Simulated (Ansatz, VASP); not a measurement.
**Sb: VASP beside Ansatz**

File POSCAR:

```
Sb
1.0
   -1.8460493956      1.8460493956      1.8460493956
    1.8460493956     -1.8460493956      1.8460493956
    1.8460493956      1.8460493956     -1.8460493956
Sb
1
Direct
    0.0000000000      0.0000000000      0.0000000000
```

INCAR.step1

```
SYSTEM = Sb
ALGO = Normal
EDIFF = 1E-5
ENCUT = 520
GGA = PE
ISIF = 2
ISMEAR = -1
LASPH = .True.
LREAL = .False.
LWAVE = .True.
NBANDS = 8
NELM = 100
PREC = Accurate
SIGMA = 0.05
```

File INCAR.step2:

```
SYSTEM = Sb
AEXX = 0.25
ALGO = Normal
EDIFF = 1E-6
ENCUT = 520
GGA = PE
ISIF = 2
ISMEAR = -1
ISTART = 1
LASPH = .True.
LCHARG = .True.
LELF = .True.
LHFCALC = .True.
LREAL = .False.
LVHAR = .True.
LWAVE = .False.
NBANDS = 8
NELM = 100
PREC = Accurate
PRECFOCK = Normal
SIGMA = 0.05
```

Contents of KPOINTS:

```
k-points
0
Gamma
  6 6 6
  0 0 0
```

File input.yaml:

```yaml
crystal:
  lattice:
    - [-1.8460493956, 1.8460493956, 1.8460493956]
    - [1.8460493956, -1.8460493956, 1.8460493956]
    - [1.8460493956, 1.8460493956, -1.8460493956]
  atoms:
    - { symbol: Sb, position: [0.0, 0.0, 0.0] }
hamiltonian:
  xc: pbe0
  pseudopotentials: { kind: paw }
kpoints:
  mp_grid: { grid: [6, 6, 6] }
scf:
  occupations: { method: fermi_dirac, width: 0.05 }
output:
  forces: true
  stress: true
  eigenvalues: true
  write_density: true
  write_potential: true
  elf: true
  volumetric_format: npy
```

This isn't the form of Sb at room conditions, which is rhombohedral.

Alike in both runs: task single point; functional PBE0; k mesh 6 × 6 × 6; occupations fermi-dirac, width 0.05 eV; no spin polarisation.

|  | VASP | Ansatz |
| --- | --- | --- |
| version | VASP 6.6.1 | Ansatz 0.2.0 |
| potentials or method | VASP PAW PBE potentials, release 64 (Sb) | Ansatz PAW |
| plane-wave cutoff (eV) | 520 | 420 |
| valence electrons in the cell | 5 | 15 |

```csv
,VASP,Ansatz,Ansatz less VASP
gap on the k mesh at the Fermi level (eV),none,none,-
pressure (GPa),2.9,4.3,+1.39
```

A gap of «none» marks a metal or a gap that the smearing closes. The functional is the same, so the differences come from potentials, cutoffs and numerics. The two sets of potentials don't hold the same shells in valence.

Caveats: the k mesh is coarse (spacing up to 0.40 Å⁻¹), so the values aren't converged, least of all with exact exchange; the PAW data sets were made with another functional, which shifts forces and pressure a little (VASP); the PAW data sets come from PBE, with cores solved anew for the run's functional, which leaves a small shift of forces and pressure (Ansatz); the thresholds are loose for stress (Ansatz). The runs have no spin-orbit coupling, so splittings on Sb are missing.
